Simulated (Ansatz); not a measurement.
**W in Ansatz: the effect of functional**

Crystal: W.

```
W
1.0
    -1.58234    1.58234    1.58234
     1.58234   -1.58234    1.58234
     1.58234    1.58234   -1.58234
W
1
Direct
  0.00000 0.00000 0.00000
```

Alike in all runs:

```yaml
Program: Ansatz 0.2.0
Task: projected density of states
Potentials_or_basis: Ansatz PAW
k_mesh: 7 × 7 × 7
Occupations: fermi-dirac, width 0.05 eV
Spin: no spin polarisation
```

```csv
functional,cutoff,pressure (GPa)
LDA,420 eV (not typed: the program's choice for these potentials),-8.3
PBEsol,420 eV (not typed: the program's choice for these potentials),-2.2
RPBE,420 eV (not typed: the program's choice for these potentials),10.6
revPBE,420 eV (not typed: the program's choice for these potentials),9.5
BLYP,420 eV (not typed: the program's choice for these potentials),16.0
r2SCAN,500 eV (not typed: the program's choice for these potentials),2.6
HSE06,420 eV (not typed: the program's choice for these potentials),1.0
PBE0,420 eV (not typed: the program's choice for these potentials),0.8
r2SCAN0,500 eV (not typed: the program's choice for these potentials),?
```

Task: What does the run with functional r2SCAN0 give?

Result: Pressure -0.9 GPa.

Caveats: all runs use coarse meshes; the PAW data sets come from PBE, with cores solved anew for the run's functional, which leaves a small shift of forces and pressure; the density of states is complete only up to the lowest level of the last band computed; the thresholds are loose for stress (some runs).

Runs at the PBE level aren't shown here.
